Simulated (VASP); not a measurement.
# FeSi: relaxation of cell and atoms with PBEsol

FeSi:

```
Fe Si
1.0
     4.40666    0.00000    0.00000
     0.00000    4.40666    0.00000
     0.00000    0.00000    4.40666
Fe Si
4 4
Direct
  0.13716 0.13716 0.13716
  0.36284 0.86284 0.63716
  0.63716 0.36284 0.86284
  0.86284 0.63716 0.36284
  0.84100 0.84100 0.84100
  0.65900 0.15900 0.34100
  0.34100 0.65900 0.15900
  0.15900 0.34100 0.65900
```

```json
{"Program": "VASP 6.6.1", "Task": "relaxation of cell and atoms", "Functional": "PBEsol", "Potentials or basis": "VASP PAW PBE potentials, release 64 (Fe, Si)", "Cutoff": "600 eV", "k mesh": "8 × 8 × 8", "Occupations": "gaussian, width 0.03 eV", "Spin": "no spin polarisation", "Further INCAR settings": "ALGO = Normal; EDIFF = 1e-07; IBRION = 2; EDIFFG = -0.005; NSW = 90; ISIF = 3"}
```

The relaxed volume is 10.69 Å³/atom, the relaxed cell is a = 4.406 Å, b = 4.406 Å, c = 4.406 Å, α = 90.00°, β = 90.00°, γ = 90.00° and the space group after relaxing (to 0.05 Å) is P2_13 (No. 198). The energy gained by relaxing is 0.0 meV/atom and the ionic steps are 5. The pressure after relaxing is 0.0 GPa and the largest force after relaxing is 0.003 eV/Å. The band gap on the k mesh is 0.14 eV, indirect (least direct gap 0.16 eV).

Forces on the atoms (eV/Å):
```
Fe   0.002  0.002  0.002
Fe  -0.002 -0.002  0.002
Fe   0.002 -0.002 -0.002
Fe  -0.002  0.002 -0.002
Si   0.001  0.001  0.001
Si  -0.001 -0.001  0.001
Si   0.001 -0.001 -0.001
Si  -0.001  0.001 -0.001
```

Final structure:
```yaml
crystal:
  lattice:
    - [4.40627, 0.00000, 0.00000]
    - [0.00000, 4.40627, 0.00000]
    - [0.00000, 0.00000, 4.40627]
  atoms:
    - { symbol: Fe, position: [0.13722, 0.13722, 0.13722] }
    - { symbol: Fe, position: [0.36278, 0.86278, 0.63722] }
    - { symbol: Fe, position: [0.63722, 0.36278, 0.86278] }
    - { symbol: Fe, position: [0.86278, 0.63722, 0.36278] }
    - { symbol: Si, position: [0.84104, 0.84104, 0.84104] }
    - { symbol: Si, position: [0.65896, 0.15896, 0.34104] }
    - { symbol: Si, position: [0.34104, 0.65896, 0.15896] }
    - { symbol: Si, position: [0.15896, 0.34104, 0.65896] }
```

Levels at points of the mesh, in eV from the valence-band top:
| k point | band 20 | band 21 | band 22 | band 23 | band 24 | band 25 | band 26 | band 27 | band 28 | band 29 |
| --- | --- | --- | --- | --- | --- | --- | --- | --- | --- | --- |
| (0.00, 0.00, 0.00) | -0.29 | -0.29 | -0.29 | -0.04 | -0.04 | 0.67 | 0.67 | 0.67 | 3.19 | 3.19 |
| (0.50, 0.00, 0.00) | -1.29 | -0.39 | -0.39 | -0.01 | -0.01 | 0.18 | 0.18 | 1.77 | 1.77 | 2.35 |
| (0.50, 0.50, 0.00) | -1.33 | -1.06 | -1.06 | -0.37 | -0.37 | 0.64 | 0.64 | 1.34 | 1.34 | 2.84 |
| (0.50, 0.50, 0.50) | -0.77 | -0.69 | -0.69 | -0.69 | -0.69 | 0.49 | 0.49 | 0.49 | 0.49 | 5.84 |

Wall time 86 s on 2 MPI ranks on Intel(R) Xeon(R) 6975P-C (Granite Rapids), with other jobs on the host, peak memory 0.27 GiB a rank.

Caveat: the PAW data sets were made with another functional, which shifts forces and pressure a little. PBEsol gaps usually lie below the measured ones, often by a third to a half.
